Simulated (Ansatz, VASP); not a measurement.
## B107N108 (V_B): VASP beside Ansatz

One calculation is typed for both programs; each brings its own data sets. How far apart do they land? The cell is taken from a series of runs on this material, whose earlier steps may have relaxed, scaled, displaced or heated it; both programs get it as it stands.

Main program and level: Ansatz 0.2.0; plane waves, with VASP 6.6.1 beside it; single point at PBEsol.

### 1. Starting point

The cell holds 215 atoms: 107 B and 108 N. Cell: a = 13.011 Å, b = 13.011 Å, c = 13.322 Å, α = 90.0°, β = 90.0°, γ = 120.0°. It derives from BN (BN (P6_3/mmc)). Nearest the centre at fractional (0.556, 0.556, 0.375): N160 at 1.51 Å, N173 at 1.51 Å, N195 at 1.51 Å, B52 at 2.48 Å, B64 at 2.48 Å, B53 at 2.48 Å, B99 at 2.48 Å, B100 at 2.49 Å. The cell carries charge −1.

### 2. Ansatz: single point, PBEsol

Ansatz runs on its default PAW (the set named soft_2) files.

A single point gives forces, pressure and levels at one fixed geometry, so differences don't come from the geometry; what else differs is listed under the comparison.

Input file input.yaml:

```yaml
crystal:
  checkpoint: "../qm1_M2.relax_smeared.run"
  host: checkpoint
total_charge: -1
basis:
  ecutwfc: 420
  xc_grid: 2
hamiltonian:
  xc: pbesol
kpoints:
  mp_grid: { grid: [1, 1, 1] }
magnetization:
  spin_polarized: true
  initial_magnetization: 2
  spin_locking: { lock_magnetization: hard }
scf:
  occupations: { method: fermi_dirac, width: 0.01 }
  max_iter: 60
output:
  forces: true
  eigenvalues: true
  charged_corrections:
    epsilon: [4.79, 4.79, 2.73]
    static_epsilon: [6.56, 6.56, 3.17]
    defect_position: [0.555556, 0.555556, 0.375]
  eigenstates: { localisation: true }
  populations: true
  efg: {}
  band_densities: [{ bands: [v1, v1] }, { bands: [c1, c1] }]
  write_density: true
  write_potential: true
  volumetric_format: npy
  elf: true
checkpoint:
  read: "../qm1_M2.relax_smeared.run"
  write: "../qm1_M2.point.run"
  compress: false
  write_wavefunctions: false
  write_every: 100000
```

Started as:

```
$ ansatz run input.yaml --threads 4 --pin off --max-ram 18841MiB --backend cpu --events-out ev --progress --plain --runs-dir out
```

Numbers of over 12 decimals in the logs are rounded to 6 here.

Log:

```text
crystal.checkpoint: the structure is that of <dir>, a `relax` run, at its step 6: its result, under pbesol at a charge of -1 e; 215 atoms read, 0 with a starting moment; crystal.structure_sha256 for this input is
Engine: ansatz 0.2.0, aarch64-unknown-linux-gnu
Pseudopotentials: kind: paw
Pseudopotential: B, paw, valence charge 3, recommended cutoff 420 eV (normal), B.paw.azcp
Pseudopotential: N, paw, valence charge 5, recommended cutoff 420 eV (normal), N.paw.azcp
Functional definition: PBEsol
  exchange = pbesol_x
  correlation = pbesol_c
Crystal: 215 atoms, lattice volume = 1953.136 Å³
Basis set: ecut = 420 eV, 38193 PW (Γ), exchange–correlation on 180×180×180 points (8 copies of the dense FFT grid, shifted against one another)
Bands: 647, of which v1, the nominal top of the filled ones, is band 431 counted from 1 (430 counted from 0)
Symmetry: 1 space group operations
Space group: P1 (ITA 1), of the structure as read, at distance tolerance 1.3e-4 Å
Magnetic group: BNS 1.1 (UNI 1), of the structure as read, at distance tolerance 1.3e-4 Å
k-points: 1
Non-local potential: B, projectors of the file, l = 0: 2, l = 1: 2, l = 2: 1
Non-local potential: N, projectors of the file, l = 0: 2, l = 1: 2, l = 2: 1
PAW form: soft (Blöchl's): semilocal exchange-correlation on the pseudo side does not see the compensation charge
PAW frozen core: B, regenerated for the run's functional, and the local potential with it (the file was generated under x = pbe(κ = 0.804, μ = 0.219515), c = pbe(β = 0.066725))
PAW frozen core: N, regenerated for the run's functional, and the local potential with it (the file was generated under x = pbe(κ = 0.804, μ = 0.219515), c = pbe(β = 0.066725))
PAW one-centre angular grid: B, 110 points (default); XC on 64 Gauss nodes
PAW one-centre angular grid: N, 110 points (default); XC on 64 Gauss nodes
Initial density: read from a saved state, or passed on in memory by an earlier SCF of this step, an earlier step, the calling program or the single point that the run made first
Stability of the state it starts from, as read at its close in the collinear treatment: not read negative (Ritz values of 1 − χ₀K, real part plus size of imaginary part, from 1.0 to 1.2, by its mixing steps under no symmetry); read among states of the locked total moment alone; its run was given moments
Starting moments: Σ|m| = 2 μB on 215 of 215 sites; this step starts from the density that it was given
Initial wavefunctions: those read from a saved state, or passed on in memory by an earlier step or the calling program
Functional: x = pbesol(κ = 0.804, μ = 0.123457), c = pbesol(β = 0.046)
SCF iter   1: F=—  HF=-57479.166571 eV  |F-HF|=—  |Δ(HF+E_count)|=         —  Δρ=5.44e-7 (↑5.26e-7 ↓5.44e-7)  dr2=2.16e-8  dr2_m=2.60e-10  M=2.000 μB ∫|m|=2.224 μB  β_m=0.30  ethr=7.92e-12  ⟨swp⟩=4.5  Hψ=3048  notcnv=0
preconditioner: auto → Resta (q_TF=auto, 2.381 Å⁻¹)  ε∞=3.5  [insulator: Δε(μ)=1.635 eV  Ē_g=15.617 eV  σ=0.010 eV  W_gap=1.00  n_scr=406 (ndim 8)  ℏωp=24.7 eV  f_vac=0.017  D(μ)=0.00/eV (n_scr^D=0)  ε∞_Penn≈3.5]
spin=Collinear: Resta preconditioning applied to the charge; magnetization (m = ρ↑ − ρ↓) channel mixes plain (no charge-response kernel on spin).
SCF iter   2: F=-57479.166571 eV  HF=-57479.166571 eV  |F-HF|=1.22e-8  |Δ(HF+E_count)|=   8.38e-9  Δρ=4.20e-7 (↑4.07e-7 ↓4.20e-7)  dr2=1.31e-8  dr2_m=1.60e-10  M=2.000 μB ∫|m|=2.224 μB  ethr=2.50e-12  ⟨swp⟩=6.0  Hψ=4548  notcnv=0
SCF 1 converged in 2 iterations: F = -57479.166571 eV  dr2 = 1.31e-8
  greatest PAW one-centre occupation: 0.821 electrons in one spin orbital (limit 2), on the N atom at site 105 (counted from 0), in its partial waves of l = 0
SCF converged after 2 iterations
Stability checked in part: among states of this total moment the steps that led to this state did not find it unstable. No probe was made; neither looks for a lower state of another moment (fixed_total_moment; see scf.lower_state_search)
Magnetization: 2.0000 μB (432.0000 up, 430.0000 down)
Absolute magnetization: 2.2271 μB (∫|ρ↑−ρ↓|, with the PAW one-centre terms)
Spin contamination: 0.0086 ħ² per cell (⟨S²⟩ above its minimum at these occupations)
[...]
--- Löwdin populations: 215 sites ---
  site symbol       q [e]    m [muB]
     0      B      2.6196    -0.0000
     1      B      2.6193    -0.0000
     2      B      2.6196    -0.0000
     3      B      2.6291    -0.0003
     4      B      2.6291    -0.0003
     5      B      2.6322    -0.0032
     6      N      5.3294    -0.0000
     7      N      5.3294    -0.0000
     8      N      5.3290    -0.0000
     9      N      5.3314     0.0024
    10      N      5.3311     0.0016
    11      N      5.3314     0.0024
    12      B      2.6197    -0.0000
    13      B      2.6194    -0.0000
    14      B      2.6197    -0.0000
    15      B      2.6175    -0.0000
    16      B      2.6174    -0.0000
    17      B      2.6168    -0.0000
    18      N      5.3293    -0.0000
    19      N      5.3293    -0.0000
    20      N      5.3289    -0.0000
    21      N      5.3289    -0.0000
    22      N      5.3288    -0.0000
    23      N      5.3289    -0.0000
[...]
207      B      2.6153    -0.0000
   208      B      2.6168    -0.0000
   209      N      5.3272    -0.0002
   210      N      5.3272    -0.0002
   211      N      5.3289     0.0000
   212      N      5.3286    -0.0000
   213      N      5.3285    -0.0000
   214      N      5.3286    -0.0000
  spilling = 0.007062 (of n_electrons = 862.000000)
--- Band densities, each state counted as filled ---
  window                                       electrons  max residual (eV)  cut levels
  bands: [v1, v1]                    1.000000 + 1.000000             6.9e-6           2
  bands: [c1, c1]                    1.000000 + 1.000000             6.9e-6           2
```

### 3. VASP: single point, PBEsol

The same cell, functional, mesh and smearing now go to VASP, with its own data sets.

Lines of VASP's logs that name or quote its potential files are left out, and so is its time.

Input file INCAR:

```
SYSTEM = B107N108
PREC = Accurate
ENCUT = 520
EDIFF = 1E-06
NELM = 200
ISMEAR = -1
SIGMA = 0.01
LREAL = Auto
ALGO = Normal
GGA = PS
NELECT = 862
NBANDS = 581
ISPIN = 2
MAGMOM = -0 -0 -0 -0 -0 -0 -0 -0 -0 -0 -0 -0 -0 -0 -0 -0 0 -0 -0 -0 -0 -0 -0 -0 -0 -0 -0 0 -0 0 -0 -0 -0 -0 -0 -0 -0 -0 -0 0 -0 -0 -0 -0 -0 -0 -0 -0 -0 0 -0 0 0 -0 0 -0 -0 -0 0 -0 -0 0 0 0 -0 -0 -0 0 -0 -0 -0 -0 -0 -0 -0 0 0 -0 -0 -0 -0 -0 -0 0 -0 -0 0 0 -0 0 -0 -0 -0 -0 -0 -0 -0 -0 0 0 -0 -0 -0 -0 -0 -0 -0 -0 -0 -0 0 0 0 -0 -0 -0 -0 -0 -0 -0 0 -0 0 0 0.02 -0 0 -0 -0 -0 -0 0 -0 0 0 0 0 0 -0 0 -0 -0 -0 0 -0 -0 0.02 0 0 0 -0 -0 -0 -0 -0 -0 -0 -0 0.01 0.32 0.01 -0 -0 -0 -0 -0 -0 0 -0 -0 0 0.02 0.32 0 -0 -0 -0 -0 -0 -0 0 0 0 0 0 -0 0 0 -0 -0 -0 -0 0 -0 0.32 0.02 0 -0 0 -0 -0 -0 -0 -0 -0 -0 0.02 0.01 0.02 -0 -0 -0 -0 -0 -0
LORBIT = 11
LWAVE = .FALSE.
LCHARG = .FALSE.
ISIF = 2
NUPDOWN = 2
LASPH = .TRUE.
GGA_COMPAT = .FALSE.
```

Input file POSCAR:

```
B107N108
1.0
   11.2680000000      6.5055840000      0.0000000000
  -11.2680000000      6.5055840000      0.0000000000
    0.0000000000      0.0000000000     13.3220000000
B N
107 108
Direct
    0.0003182095      0.2223513404      0.1255300112
    0.1114965958      0.1113123128      0.1256466767
[... 3 atom lines left out ...]
    0.2226642182      0.2224671962      0.3753032400
[... 11 atom lines left out ...]
    0.2225638078      0.5555509946      0.3752553438
[... 23 atom lines left out ...]
    0.5557461538      0.2223660753      0.3753351212
[... 6 atom lines left out ...]
    0.3336912602      0.5556145779      0.1268378350
    0.4449330683      0.4447495000      0.1279086500
[... 1 atom line left out ...]
    0.3353356427      0.4456814796      0.3752506578
    0.4458769081      0.3351335853      0.3753383121
[... 1 atom line left out ...]
    0.4449118557      0.4447369427      0.6222546449
[... 6 atom lines left out ...]
    0.5557981073      0.6664817740      0.1279284952
[... 1 atom line left out ...]
    0.4451813497      0.6654162453      0.3752808984
    0.5557467846      0.8886362288      0.3753107799
[... 2 atom lines left out ...]
    0.5557782304      0.6664695380      0.6222612554
[... 15 atom lines left out ...]
    0.6666648674      0.5556165118      0.1279193223
[... 2 atom lines left out ...]
    0.6656122615      0.4449908316      0.3753345161
[... 1 atom line left out ...]
    0.8888298865      0.5555460090      0.3753216068
    0.6666467211      0.5556055319      0.6222463111
[... 8 atom lines left out ...]
    0.6663121559      0.7759819846      0.3753243930
    0.7761663094      0.6661019993      0.3753264380
    0.8889322184      0.8887357373      0.3753015074
[... 23 atom lines left out ...]
    0.2218936913      0.3329681425      0.3752905468
[... 21 atom lines left out ...]
    0.3331621187      0.2216928035      0.3753175822
[... 8 atom lines left out ...]
    0.3335736294      0.4445399308      0.1265179271
    0.4447227820      0.3333918351      0.1264878954
    0.5557985354      0.5556166209      0.1264299800
    0.3325094974      0.5555469544      0.3752406856
    0.4395350771      0.4393354988      0.3753279955
    0.5557443495      0.3323105724      0.3753419487
    0.3335526821      0.4445266524      0.6236625770
    0.4447042795      0.3333807544      0.6236290707
    0.5557807079      0.5556065395      0.6237585163
[... 4 atom lines left out ...]
    0.4446482265      0.6666914677      0.1265314769
[... 2 atom lines left out ...]
    0.4444729950      0.7781396901      0.3752959518
    0.5557479795      0.6718132381      0.3753760766
[... 1 atom line left out ...]
    0.4446293469      0.6666772232      0.6237013211
[... 16 atom lines left out ...]
    0.6668742537      0.4444680671      0.1264724885
[... 2 atom lines left out ...]
    0.6719837641      0.5555484911      0.3753587705
    0.7783317853      0.4442719170      0.3752955653
[... 1 atom line left out ...]
    0.6668559866      0.4444578035      0.6236428139
[... 5 atom lines left out ...]
    0.6669454846      0.7778399410      0.1265164736
    0.7780222474      0.6667658520      0.1264855641
[... 1 atom line left out ...]
    0.6670219569      0.8894135110      0.3753249362
    0.7789890078      0.7787900850      0.3753093450
    0.8896023130      0.6668219141      0.3752804154
    0.6669279669      0.7778278807      0.6236887344
    0.7780050863      0.6667538496      0.6236593670
[... 3 atom lines left out ...]
    0.8891706786      0.6667876768      0.8747434266
```

Input file KPOINTS:

```
Automatic mesh
0
Gamma
1 1 1
0 0 0
```

PAW data sets: B and N (PBE family, release 64).

Started as:

```
$ export OMP_NUM_THREADS=3
$ mpirun -np 1 vasp_gam
```

Log:

```text
[banner, memory and clock lines left out]
running    1 mpi-ranks, on    1 nodes
[...]
Offloading initialized ...    1 GPUs detected
[...]
|                                                                             |
|               ----> ADVICE to this user running VASP <----                  |
|                                                                             |
|     You enforced a specific xc type in the INCAR file but a different       |
|     [... a line on the potential file left out ...]
|     I HOPE YOU KNOW WHAT YOU ARE DOING!                                     |
|                                                                             |

 LDA part: xc-table for (Slater+PW92), standard interpolation
 POSCAR, INCAR and KPOINTS ok, starting setup
[...]
entering main loop
       N       E                     dE             d eps       ncg     rms          rms(c)
DAV:   1     0.806888215594E+04    0.80689E+04   -0.48795E+05  2332   0.148E+03
DAV:   2    -0.113206290972E+04   -0.92009E+04   -0.86017E+04  3448   0.379E+02
DAV:   3    -0.211248517958E+04   -0.98042E+03   -0.96762E+03  2720   0.127E+02
DAV:   4    -0.213838111536E+04   -0.25896E+02   -0.25832E+02  2768   0.217E+01
DAV:   5    -0.213890836278E+04   -0.52725E+00   -0.52684E+00  2704   0.313E+00BRMIX: very serious problems
 the old and the new charge density differ
 old charge density:   861.00000 new  861.99999
    0.810E+01
DAV:   6    -0.197449798082E+04    0.16441E+03   -0.44417E+02  2536   0.247E+01    0.372E+01
DAV:   7    -0.195866465131E+04    0.15833E+02   -0.27452E+01  2584   0.657E+00    0.227E+01
DAV:   8    -0.195388966138E+04    0.47750E+01   -0.14257E+01  2576   0.444E+00    0.365E+00
DAV:   9    -0.195393499906E+04   -0.45338E-01   -0.61641E-01  2592   0.109E+00    0.160E+00
[...]
DAV:  16    -0.195394865686E+04    0.14875E-04   -0.17505E-05  2888   0.104E-02    0.924E-03
DAV:  17    -0.195394865115E+04    0.57099E-05   -0.94522E-06  2688   0.752E-03    0.485E-03
DAV:  18    -0.195394865075E+04    0.39668E-06   -0.81409E-06  2456   0.458E-03
   1 F= -.19539487E+04 E0= -.19539487E+04  d E =-.213704E-12  mag=     2.0002
```

OUTCAR, selected parts (step 3):

```text
 magnetization (x)
# of ion       s       p       d       tot
------------------------------------------
    1       -0.000  -0.000   0.000  -0.000
    2       -0.000  -0.000   0.000  -0.000
    3       -0.000  -0.000   0.000  -0.000
    4       -0.000  -0.000   0.000  -0.000
    5       -0.000  -0.000   0.000  -0.000
    6       -0.000  -0.002   0.000  -0.002
[...]
213        0.000  -0.000   0.000  -0.000
  214       -0.000  -0.000   0.000  -0.000
  215        0.000  -0.000   0.000  -0.000
--------------------------------------------------
tot          0.155   1.425   0.000   1.580
```

The run ends at a pressure of 1.55 GPa, with forces up to 0.025 eV/Å.

### 4. Comparison

Known differences besides the potentials themselves: VASP starts from the moments at which Ansatz ended; the cutoff is 420 eV in Ansatz and 520 eV in VASP (PREC = Accurate, projectors in real space); Ansatz makes its cores anew for this functional, VASP keeps those of its PBE data sets; site moments are counted in spheres of each program's own size. Total energies have different zeros and are not compared.

The two programs side by side:

```tsv
quantity	Ansatz	VASP	difference
total moment, fixed by the input (μB)	2.00	2.00	0.00
moment on N173 (μB)	0.32	0.44	-0.12
moment on N195 (μB)	0.32	0.44	-0.12
moment on N160 (μB)	0.32	0.44	-0.12
```

At this near-relaxed geometry the largest component of a force difference is 22 meV/Å. The cell carries a charge of -1 e against a uniform background, so its pressure also hangs on how the neutralising background is counted, and in a defect's cell a gap may be the spacing between its levels.

### 5. Results

```
difference in moment on N195 (single point, PBEsol) : -0.12 μB
```

The difference in moment on N195 is -0.12 μB (single point, PBEsol). Such differences can come from data sets, numerical settings and the points named under the comparisons, not from the functional's error against experiment.

[Lines on the potential files, build, host, timing and source positions are cut from VASP's logs without a mark.]

[Logs are printed without paths, hosts, clocks, repeated set-up lines and the standing remarks that a program may print on its own settings, such as how far it seeks lower states.]

[Hosts, paths, dates, database ids (printed as entryN), source tags and the programs' standing remarks are cut or masked in the printed files.]
